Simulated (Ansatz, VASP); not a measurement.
# Cross-check of Si (Si strained to the junction's net) between VASP and Ansatz

Wanted: the spread between two codes on one cell, functional and k mesh. Of the first pair: The structure shown is the start of the Ansatz relaxation below; VASP solves that cell, so the two are compared at the walk's first step.

Calculated with Ansatz 0.2.0; plane waves, with VASP 6.6.1 beside it; single point at PBE.

**1. Set-up**

It takes space group R-3m (No. 166, trigonal). Conventional cell: a = 3.854 Å, b = 3.854 Å, c = 9.498 Å, α = 90.00°, β = 90.00°, γ = 120.00°. Nearest to Si lie 4 Si at 2.36 to 2.37 Å.

**2. Ansatz: relaxation, PBE**

Ansatz runs on its default PAW (the set named soft_2) files.

The two programs are compared at the cell with which this relaxation starts, whose forces are those of its first step.

input.yaml

```yaml
crystal:
  lattice:
    - [3.854, 0.0, 0.0]
    - [-1.927, 3.3376619062, 0.0]
    - [0.0, 0.0, 9.4981070315]
  atoms:
    - { symbol: Si, position: [0.0, 0.0, 0.0] }
    - { symbol: Si, position: [0.0, 0.0, 0.25] }
    - { symbol: Si, position: [0.3333333333, 0.6666666667, 0.3333333333] }
    - { symbol: Si, position: [0.3333333333, 0.6666666667, 0.5833333333] }
    - { symbol: Si, position: [0.6666666667, 0.3333333333, 0.6666666667] }
    - { symbol: Si, position: [0.6666666667, 0.3333333333, 0.9166666667] }
kpoints:
  mp_grid: { grid: [12, 12, 3] }
scf:
  occupations: { method: fermi_dirac, width: 0.1 }
  max_iter: 150
hamiltonian:
  xc: pbe
relax:
  f_tol: 0.01
  max_steps: 40
  cell: { fix: [a, b, angles] }
```

The run is started by

```bash
> ansatz run input.yaml --threads 8 --pin off --max-ram 24576MiB --backend cpu --events-out ev --progress --plain --runs-dir out
```

Numbers of over 12 decimals in the logs are rounded to 6 here.

The program printed:

```text
Engine: ansatz 0.2.0, aarch64-unknown-linux-gnu
Pseudopotentials: kind: paw
Pseudopotential: Si, paw, valence charge 4, recommended cutoff 420 eV (normal), Si.paw.azcp
Functional definition: PBE
  parameter kappa = 0.804
  parameter beta = 0.066725
  exchange = pbe_x(kappa = kappa, mu = beta*pi^2/3)
  correlation = pbe_c(beta = beta)
Crystal: 6 atoms, lattice volume = 122.177 Å³
Basis set: ecut = 420 eV, 2407 PW (Γ), exchange–correlation on 54×54×128 points (8 copies of the dense FFT grid, shifted against one another)
Bands: 18, of which v1, the nominal top of the filled ones, is band 12 counted from 1 (11 counted from 0)
Symmetry: 36 space group operations
Space group: R-3m (ITA 166), of the structure as read, at distance tolerance 5.0e-5 Å
k-points: 50 of 432
Non-local potential: Si, projectors of the file, l = 0: 2, l = 1: 2, l = 2: 2
PAW form: soft (Blöchl's): semilocal exchange-correlation on the pseudo side does not see the compensation charge
PAW one-centre angular grid: Si, 110 points (default); XC on 64 Gauss nodes
Initial density: superposition of atomic densities (neutral atoms: chi_scale 0, normalization atom), corrected by the library's trained network
Initial wavefunctions: pseudopotential atomic-orbital guess
Functional: x = pbe(κ = 0.804, μ = 0.219515), c = pbe(β = 0.066725)
SCF iter   1: F=—  HF=-3814.857338 eV  |F-HF|=—  |Δ(HF+E_count)|=         —  Δρ=1.25e-3  dr2=1.22e-3  ethr=1.77e-3  ⟨swp⟩=6.6  Hψ=5601  notcnv=0
preconditioner: auto → Resta (q_TF=auto, 2.080 Å⁻¹)  ε∞=5.4  [insulator: Δε(μ)=0.714 eV  Ē_g=7.847 eV  σ=0.100 eV  W_gap=0.94  n_scr=24 (ndim 8)  ℏωp=16.5 eV  f_vac=0.000  D(μ)=0.04/eV (n_scr^D=0)  ε∞_Penn≈5.4]
SCF iter   2: F=—  HF=-3814.858297 eV  |F-HF|=—  |Δ(HF+E_count)|=   9.59e-4  Δρ=6.75e-4  dr2=3.69e-4  ethr=5.07e-6  ⟨swp⟩=2.2  Hψ=1812  notcnv=0
SCF iter   3: F=—  HF=-3814.858457 eV  |F-HF|=—  |Δ(HF+E_count)|=   1.60e-4  Δρ=8.09e-5  dr2=9.74e-6  ethr=1.54e-6  ⟨swp⟩=2.0  Hψ=1500  notcnv=0
SCF iter   4: F=—  HF=-3814.858465 eV  |F-HF|=—  |Δ(HF+E_count)|=   7.93e-6  Δρ=2.11e-5  dr2=9.44e-7  ethr=4.06e-8  ⟨swp⟩=2.0  Hψ=1500  notcnv=0
iter 5 did not close the SCF: its close was put off for the readings that it lacked (scf_convergence_deferred on its scf_iter line)
SCF iter   5: F=-3814.858466 eV  HF=-3814.858466 eV  |F-HF|=2.47e-8  |Δ(HF+E_count)|=   7.58e-7  Δρ=4.47e-6  dr2=1.39e-8  ethr=3.93e-9  ⟨swp⟩=2.0  Hψ=1494  notcnv=0
SCF iter   6: F=-3814.858466 eV  HF=-3814.858466 eV  |F-HF|=8.41e-11  |Δ(HF+E_count)|=   2.88e-8  Δρ=1.52e-6  dr2=1.87e-9  ethr=5.78e-11  ⟨swp⟩=2.0  Hψ=3044  notcnv=0
SCF 1 converged in 6 iterations: F = -3814.858466 eV  dr2 = 1.87e-9
  greatest PAW one-centre occupation: 0.633 electrons in one spin orbital (limit 2), on the Si atom at site 5 (counted from 0), in its partial waves of l = 0
relax step   1: F+E_penalty+E_count = -3814.85846560 eV  Δ(F+E_penalty+E_count) = +0.000e0 eV  max|allowed force component| = 6.427e-2 eV/Å  Δτ_max = 0.0000 Å  P = +0.431 GPa  Ω = 122.177 Å³  fix = [a, b, alpha, beta, gamma]  reactions: a +0.842, b +0.842 GPa  (6 SCF iters, dr2 threshold 1.00e-7 eV, accepted)
[...]
relax step   2: F+E_penalty+E_count = -3814.85898212 eV  Δ(F+E_penalty+E_count) = -5.165e-4 eV  max|allowed force component| = 1.597e-2 eV/Å  Δτ_max = 0.0017 Å  P = +0.475 GPa  Ω = 122.114 Å³  energy of the carried Pulay correction = +8.717e-6 eV  fix = [a, b, alpha, beta, gamma]  reactions: a +0.783, b +0.783 GPa  (3 SCF iters, dr2 threshold 3.82e-7 eV, accepted)
[...]
relax step   3: F+E_penalty+E_count = -3814.85903730 eV  Δ(F+E_penalty+E_count) = -5.518e-5 eV  max|allowed force component| = 4.356e-4 eV/Å  Δτ_max = 0.0004 Å  P = +0.526 GPa  Ω = 122.044 Å³  energy of the carried Pulay correction = +1.823e-5 eV  fix = [a, b, alpha, beta, gamma]  reactions: a +0.781, b +0.781 GPa  (3 SCF iters, dr2 threshold 4.98e-8 eV, accepted)
[...]
relax step   4: F+E_penalty+E_count = -3814.85902101 eV  Δ(F+E_penalty+E_count) = +1.629e-5 eV  max|allowed force component| = 4.428e-4 eV/Å  Δτ_max = 0.0000 Å  P = +0.525 GPa  Ω = 122.044 Å³  fix = [a, b, alpha, beta, gamma]  reactions: a +0.781, b +0.781 GPa  stress off target by 1.50e-2 GPa on what of the cell is left free  SCF on the basis re-selected at this cell (its energy is not comparable with the rows above)  (5 SCF iters)
basis re-selected at this cell: Δ(F+E_penalty+E_count) = +1.629e-5 eV, ΔP = -0.000 GPa vs the last step (what re-selecting the basis moved, of the pressure what is left beyond the Pulay correction that the steps carried, after the strain that the cell walked since its last selection, with what the two solves' SCF thresholds leave and, on support functions, any second-order correction that the steps lacked; it is no m [...]
SCF converged after 5 iterations
Free energy (F): -3814.859021 eV
Harris-Foulkes:  -3814.859021 eV  (|F-HF|=2.27e-12)
Internal energy: -3814.856732 eV  (E = F + TS)
E sigma→0 (E₀):  -3814.857876 eV
Entropy (-TS):   -0.002289 eV (-0.382 meV/atom)
Fermi energy:    6.376934 eV
--- Per-component energies (eV) ---
  E_band       = 25.089877
  E_kinetic    = 240.966275
  E_local      = -167.350259  (includes V_loc(G=0)·N_el)
  E_nonlocal   = 155.470047
  E_hartree    = 45.304377
  E_xc         = -330.615760
  E_vxc        = -279.786053  (∫ρ·V_xc dr)
  E_paw        = -3076.650533  (= ΣΔE_a)
  E_vpaw       = -14.818919  (= ΣTr[D̂ρ^β])
  E_aug_tail   = 0.000037  (compensation charges beyond the density's cutoff)
  E_ewald      = -681.980917
  E_smearing   = -0.002289  (= −TS)
  E_closure    = -0.000000  (closes the sum)
  Σ components = -3814.859021   (vs F -3814.859021, Δ=0.00e0)
--- Forces (eV/Å), atoms counted from 1 ---
  atom   1  Si     0.00000000     0.00000000     0.00044279
  atom   2  Si    -0.00000000    -0.00000000    -0.00044279
  atom   3  Si     0.00000000     0.00000000     0.00044279
  atom   4  Si     0.00000000    -0.00000000    -0.00044279
  atom   5  Si    -0.00000000     0.00000000     0.00044279
  atom   6  Si    -0.00000000    -0.00000000    -0.00044279
  max |Σ_I F_I| component: 1.54e-17 eV/Å
--- Stress (GPa, compression-positive) ---
        0.780654       0.000000      -0.000000
        0.000000       0.780654       0.000000
       -0.000000       0.000000       0.014979
  P = ⅓ Tr σ = 0.5254 GPa (5.254 kbar)
--- Relaxed structure (3 steps of the walk, 3 accepted, 1 SCFs on fresh bases) ---
  F+E_penalty+E_count = -3814.85902101 eV   max|allowed force component| = 4.428e-4 eV/Å   (the final SCF, on the basis selected at the relaxed cell)
  cell:  # Å, volume = 122.0442 Å³
    - [3.854000, 0, 0]
    - [-1.927000, 3.337662, 0]
    - [0, 0, 9.487743]
  atoms:
    - { symbol: Si, position: [0, 0, 0.000214406] }
    - { symbol: Si, position: [0, 0, 0.249786] }
    - { symbol: Si, position: [0.333333, 0.666667, 0.333548] }
    - { symbol: Si, position: [0.333333, 0.666667, 0.583119] }
    - { symbol: Si, position: [0.666667, 0.333333, 0.666881] }
    - { symbol: Si, position: [0.666667, 0.333333, 0.916452] }
```

**3. VASP: single point, PBE, start cell, pair 1**

The same cell, functional, mesh and smearing now go to VASP, with its own data sets.

Lines of VASP's logs that name or quote its potential files are left out, and so is its time.

INCAR

```
SYSTEM = Si
PREC = Accurate
ENCUT = 400
EDIFF = 1E-06
NELM = 120
ISMEAR = -1
SIGMA = 0.1
LREAL = .FALSE.
ALGO = Normal
GGA = PE
NBANDS = 18
LORBIT = 11
LWAVE = .FALSE.
LCHARG = .FALSE.
ISIF = 2
LASPH = .TRUE.
GGA_COMPAT = .FALSE.
EFERMI = MIDGAP
KPAR = 2
```

POSCAR

```
Si
1.0
    3.8540000000      0.0000000000      0.0000000000
   -1.9270000000      3.3376620000      0.0000000000
    0.0000000000      0.0000000000      9.4981070000
Si
6
Direct
    0.0000000000      0.0000000000      0.0000000000
    0.0000000000      0.0000000000      0.2500000263
    0.3333333333      0.6666666667      0.3333333684
    0.3333333333      0.6666666667      0.5833332895
    0.6666666667      0.3333333333      0.6666666316
    0.6666666667      0.3333333333      0.9166666579
```

KPOINTS

```
Automatic mesh
0
Gamma
12 12 3
0 0 0
```

PAW data sets: Si (PBE family, release 64).

The run is started by

```bash
> mpirun -np 2 vasp_std
```

The program printed:

```text
[banner, memory and clock lines left out]
running    2 mpi-ranks, on    1 nodes
 distrk:  each k-point on    1 cores,    2 groups
 distr:  one band on    1 cores,    1 groups

 POSCAR found type information on POSCAR Si
 POSCAR found :  1 types and       6 ions
 LDA part: xc-table for (Slater+PW92), standard interpolation
 POSCAR, INCAR and KPOINTS ok, starting setup
 FFT: planning ... GRIDC
 FFT: planning ... GRID_SOFT
 FFT: planning ... GRID
 WAVECAR not read
 entering main loop
       N       E                     dE             d eps       ncg     rms          rms(c)
DAV:   1     0.395196860205E+02    0.39520E+02   -0.79826E+03  1800   0.868E+02
DAV:   2    -0.302239777247E+02   -0.69744E+02   -0.67678E+02  2304   0.136E+02
DAV:   3    -0.330251227942E+02   -0.28011E+01   -0.27837E+01  2380   0.271E+01
DAV:   4    -0.330571101728E+02   -0.31987E-01   -0.31947E-01  2514   0.350E+00
DAV:   5    -0.330576234651E+02   -0.51329E-03   -0.51315E-03  2414   0.401E-01    0.826E+00
DAV:   6    -0.327049096090E+02    0.35271E+00   -0.18693E-01  2166   0.194E+00    0.506E+00
DAV:   7    -0.325435452106E+02    0.16136E+00   -0.39960E-01  2100   0.297E+00    0.290E-01
DAV:   8    -0.325459049896E+02   -0.23598E-02   -0.19791E-02  2100   0.737E-01    0.115E-01
DAV:   9    -0.325466113891E+02   -0.70640E-03   -0.89516E-04  2466   0.183E-01    0.908E-02
DAV:  10    -0.325467726204E+02   -0.16123E-03   -0.24870E-04  2038   0.851E-02    0.256E-02
DAV:  11    -0.325467706868E+02    0.19336E-05   -0.35667E-06  2554   0.108E-02    0.831E-03
DAV:  12    -0.325467722273E+02   -0.15405E-05   -0.18532E-06  1868   0.834E-03    0.188E-03
DAV:  13    -0.325467720151E+02    0.21224E-06   -0.11239E-07  1210   0.212E-03
   1 F= -.32546772E+02 E0= -.32545638E+02  d E =-.226735E-02
```

From OUTCAR (step 3):

```text
ion  position               nearest neighbor table
   1  0.000  0.000  0.000-   6 2.36   6 2.36   6 2.36   2 2.37
   2  0.000  0.000  0.250-   3 2.36   3 2.36   3 2.36   1 2.37
   3  0.333  0.667  0.333-   2 2.36   2 2.36   2 2.36   4 2.37
   4  0.333  0.667  0.583-   5 2.36   5 2.36   5 2.36   3 2.37
   5  0.667  0.333  0.667-   4 2.36   4 2.36   4 2.36   6 2.37
   6  0.667  0.333  0.917-   1 2.36   1 2.36   1 2.36   5 2.37

  LATTYP: Found a hexagonal cell.
 ALAT       =     3.8540000000
 C/A-ratio  =     2.4644802802

 Subroutine GETGRP returns: Found 12 space group operations
 (whereof  6 operations were pure point group operations)

The static configuration has the point symmetry C_3v.
 The point group associated with its full space group is D_3d.

 Found     50 irreducible k-points:

   k-points           NKPTS =     50   k-points in BZ     NKDIM =     50   number of bands    NBANDS=     18

   dimension x,y,z NGX =    28 NGY =   28 NGZ =   64
   dimension x,y,z NGXF=    56 NGYF=   56 NGZF=  128

   ENCUT  =  400.0 eV  29.40 Ry    5.42 a.u.   6.28  6.28 15.49*2*pi/ulx,y,z

   NELECT =      24.0000    total number of electrons

 k-points in reciprocal lattice and weights: Automatic mesh
   0.00000000  0.00000000  0.00000000       0.002
   0.08333333  0.00000000  0.00000000       0.014
   0.16666667  0.00000000  0.00000000       0.014
   0.25000000  0.00000000  0.00000000       0.014
   0.33333333  0.00000000  0.00000000       0.014
   0.41666667  0.00000000  0.00000000       0.014
   0.50000000  0.00000000  0.00000000       0.007
   0.08333333  0.08333333  0.00000000       0.014
   0.16666667  0.08333333  0.00000000       0.028
[...]
-0.25000000 -0.41666667  0.33333333       0.028
   0.33333333  0.33333333  0.33333333       0.009

 average (electrostatic) potential at core
       1 -83.4384       2 -83.4384       3 -83.4384       4 -83.4384       5 -83.4384
       6 -83.4384

 E-fermi :   5.9719

 k-point     1 :       0.0000    0.0000    0.0000
  band No.  band energies     occupation
    ...
      8       4.6955      1.99999
      9       4.6955      1.99999
     10       5.6459      1.92609
     11       5.6598      1.91548
     12       5.6598      1.91548
     13       7.4146      0.00000
     14       7.4147      0.00000
     15       8.1463      0.00000
     16       8.2449      0.00000
     17       8.2449      0.00000
    ...

 k-point     2 :       0.0833    0.0000    0.0000
  band No.  band energies     occupation
    ...
      8       4.3441      2.00000
      9       4.7927      1.99998
     10       4.9356      1.99994
     11       5.4464      1.98961
     12       5.5399      1.97376
     13       7.8899      0.00000
     14       7.9270      0.00000
     15       8.2070      0.00000
     16       8.3034      0.00000
     17       8.5359      0.00000
    ...

 k-point     3 :       0.1667    0.0000    0.0000
  band No.  band energies     occupation
    ...
      8       3.6132      2.00000
      9       3.8946      2.00000
     10       4.6293      2.00000
     11       5.0083      1.99987
     12       5.2280      1.99883
     13       7.6900      0.00000
     14       8.1541      0.00000
     15       8.3274      0.00000
     16       8.4667      0.00000
     17       9.1555      0.00000
    ...

  Total        0.5773746      0.5773746     -0.3647961      0.0000000      0.0000000      0.0000000
  in kB        7.5714164      7.5714168     -4.7837625      0.0000000      0.0000000      0.0000000
  external PRESSURE =       3.4530235 kB  Pullay stress =       0.0000000 kB

  energy-cutoff  :      400.00
  volume of cell :      122.18
      direct lattice vectors                 reciprocal lattice vectors
     3.854000000  0.000000000  0.000000000     0.259470680  0.149805463  0.000000000
    -1.927000000  3.337662000  0.000000000     0.000000000  0.299610925  0.000000000
     0.000000000  0.000000000  9.498107000     0.000000000  0.000000000  0.105284137

 POSITION                                       TOTAL-FORCE (eV/Angst)
 -----------------------------------------------------------------------------------
      0.00000      0.00000      0.00000         0.000000      0.000000      0.063866
      0.00000      0.00000      2.37453        -0.000000      0.000000     -0.063866
     -0.00000      2.22511      3.16604         0.000000      0.000000      0.063866
     -0.00000      2.22511      5.54056         0.000000     -0.000000     -0.063866
      1.92700      1.11255      6.33207        -0.000000      0.000000      0.063866
      1.92700      1.11255      8.70660        -0.000000     -0.000000     -0.063866
 -----------------------------------------------------------------------------------
    total drift:                               -0.000000      0.000000      0.000051

  FREE ENERGIE OF THE ION-ELECTRON SYSTEM (eV)
  ---------------------------------------------------
  free  energy   TOTEN  =       -32.5467720151 eV

  energy  without entropy=      -32.5445046684  energy(sigma->0) =      -32.54563834

 total charge
# of ion       s       p       d       tot
------------------------------------------
    1        0.751   0.930   0.000   1.681
    2        0.751   0.930   0.000   1.681
    3        0.751   0.930   0.000   1.681
    4        0.751   0.930   0.000   1.681
    5        0.751   0.930   0.000   1.681
    6        0.751   0.930   0.000   1.681
--------------------------------------------------
tot          4.507   5.582   0.000  10.089

[... 3 further parts left out ...]
```

The run ends at a pressure of 0.35 GPa, with forces up to 0.064 eV/Å.

**4. Comparison**

Known differences besides the potentials themselves: the cutoff is 420 eV in Ansatz and 400 eV in VASP. Total energies have different zeros and are not compared.

Forces (eV/Å; atoms numbered as in POSCAR):

```tsv
atom	Ansatz x, y, z	VASP x, y, z
Si1	0.000, 0.000, 0.064	0.000, 0.000, 0.064
Si2	0.000, 0.000, -0.064	0.000, 0.000, -0.064
Si3	0.000, 0.000, 0.064	0.000, 0.000, 0.064
Si4	0.000, 0.000, -0.064	0.000, 0.000, -0.064
Si5	0.000, 0.000, 0.064	0.000, 0.000, 0.064
Si6	0.000, 0.000, -0.064	0.000, 0.000, -0.064
```

The forces differ by 0.2 meV/Å r.m.s., which is 0.6 % of the r.m.s. force of 0.037 eV/Å (both taken over all components).

(Continued in part 2 of 2.)

[Lines on the potential files, build, host, timing and source positions are cut from VASP's logs without a mark.]

[Logs are printed without paths, hosts, clocks, repeated set-up lines and the standing remarks that a program may print on its own settings, such as how far it seeks lower states.]

[Hosts, paths, dates, database ids (printed as entryN), source tags and the programs' standing remarks are cut or masked in the printed files.]
